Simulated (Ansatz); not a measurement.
**Phonon spectrum of MgS**

The calculation used DFT PBE, scalar-relativistic, plane waves, PAW (Ansatz). Plane waves to 420 eV; Γ-centred k mesh 8×8×8; fixed occupations. No spin polarisation. Phonons by linear response, acoustic sum rule imposed.

Equilibrium structure at this level:
```yaml
crystal:
  lattice:
    - [0.00000, 2.61501, 2.61501]
    - [2.61501, 0.00000, 2.61501]
    - [2.61501, 2.61501, 0.00000]
  atoms:
    - { symbol: Mg, position: [0.00000, 0.00000, 0.00000] }
    - { symbol: S, position: [0.50000, 0.50000, 0.50000] }
```

The cell has the rock salt type, in a space group that the Crystallography Open Database lists for this formula; it was reached from a generator's guess.

Force constants from linear response on a 4×4×4 q mesh.

Path: Γ–X–U | K–Γ–L–W–X. Only the points of the 4×4×4 mesh were computed; the rest is interpolation, which is rough on so few points. On the mesh no mode is imaginary. Distance along the path (Å⁻¹), then the branches (cm⁻¹, negative for imaginary; the LO field is included):
```
0.000  0 0 0 224 224 389
0.150  36 36 60 226 226 384
0.300  67 67 116 231 231 368
0.451  92 92 165 235 235 342
0.601  108 108 205 238 238 308
0.751  116 116 230 242 242 275
0.901  121 121 215 246 246 276
1.051  124 124 191 250 250 288
1.201  126 126 182 252 252 292
1.254  126 128 182 252 253 292
1.308  128 133 182 251 254 291
1.361  131 142 182 249 257 291
1.414  134 153 182 247 260 289
1.467  138 166 182 244 263 288
1.520  143 180 181 240 267 286
1.573  148 180 195 236 270 284
1.626  153 179 209 231 272 282
1.626  153 179 209 231 272 282
1.785  168 172 213 253 272 273
1.945  163 178 193 262 263 291
2.104  150 163 192 241 254 324
2.263  132 136 198 210 246 350
2.422  106 106 171 205 240 368
2.582  74 74 121 214 233 380
2.741  38 38 63 221 226 387
2.900  0 0 0 224 224 389
2.900  0 0 0 224 224 389
3.030  31 31 52 223 223 388
3.160  60 60 102 221 221 387
3.291  87 87 149 219 219 384
3.421  110 110 191 216 216 381
3.551  130 130 211 211 228 375
3.681  147 147 205 205 258 368
3.811  162 162 197 197 281 360
3.941  169 169 192 192 290 355
4.047  169 173 193 194 290 350
4.153  170 180 194 200 290 335
4.259  170 182 198 215 289 313
4.365  170 180 204 232 287 288
4.472  170 178 211 245 266 284
4.578  169 175 219 239 265 280
4.684  169 171 226 228 271 276
4.790  169 169 225 229 274 274
4.865  163 173 215 236 270 277
4.940  157 177 202 242 266 281
5.016  150 179 186 247 262 284
5.091  143 170 181 250 259 287
5.166  136 154 182 251 256 289
5.241  131 139 182 252 254 291
5.316  127 129 182 252 253 292
5.391  126 126 182 252 252 292
```
